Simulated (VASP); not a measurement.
**BP: relaxation of cell and atoms with LDA**

Crystal: BP.

```
B P
1.0
     0.00000    2.26900    2.26900
     2.26900    0.00000    2.26900
     2.26900    2.26900    0.00000
B P
1 1
Cartesian
  0.0000 0.0000 0.0000
  1.1345 1.1345 1.1345
```

| Quantity | Value |
| --- | --- |
| Program | VASP 6.6.1 |
| Task | relaxation of cell and atoms |
| Functional | LDA |
| Potentials or basis | VASP PAW LDA potentials, release 64 (B, P) |
| Cutoff | 600 eV |
| k mesh | 10 × 10 × 10 |
| Occupations | gaussian, width 0.03 eV |
| Spin | no spin polarisation |
| Further INCAR settings | ALGO = Normal; EDIFF = 1e-06; IBRION = 2; EDIFFG = -0.01; NSW = 90; ISIF = 3 |

```yaml
Relaxed_volume: 11.31 Å³/atom
Relaxed_cell: a = 3.175 Å, b = 3.175 Å, c = 3.175 Å, α = 60.00°, β = 60.00°, γ = 60.00°
Space_group_after_relaxing_to_0.05_Å: F-43m (No. 216)
Energy_gained_by_relaxing: 6.3 meV/atom
Ionic_steps: 3
Pressure_after_relaxing: 0.0 GPa
Band_gap_on_the_k_mesh: 1.15 eV, indirect (least direct gap 3.43 eV)
```

Step by step:
| step | energy change (eV) | largest force (eV/Å) | pressure (GPa) | volume (Å³) |
| --- | --- | --- | --- | --- |
| 1 | 0.0000 | 0.0000 | -5.32 | 23.36 |
| 2 | -0.0051 | 0.0000 | 4.50 | 22.08 |
| 3 | -0.0126 | 0.0000 | -0.01 | 22.63 |

Final structure:
```yaml
crystal:
  lattice:
    - [0.00000, 2.24486, 2.24486]
    - [2.24486, 0.00000, 2.24486]
    - [2.24486, 2.24486, 0.00000]
  atoms:
    - { symbol: B, position: [0.00000, 0.00000, 0.00000] }
    - { symbol: P, position: [0.25000, 0.25000, 0.25000] }
```

Levels at points of the mesh, in eV from the valence-band top:
```tsv
k point	band 1	band 2	band 3	band 4	band 5	band 6	band 7	band 8
(0.00, 0.00, 0.00)	-15.68	0.00	0.00	0.00	3.43	3.43	3.43	7.86
(0.50, 0.00, 0.00)	-12.22	-9.24	-1.79	-1.79	3.98	4.70	4.70	10.04
(0.50, 0.50, 0.00)	-10.68	-8.65	-4.22	-4.22	1.24	1.53	12.30	12.30
```

It took 14 s on 1 thread of Intel(R) Xeon(R) 6975P-C (Granite Rapids), on a shared host, peak memory 0.13 GiB.

A k mesh can miss the band edges. Zero-point motion and thermal expansion aren't in these numbers.
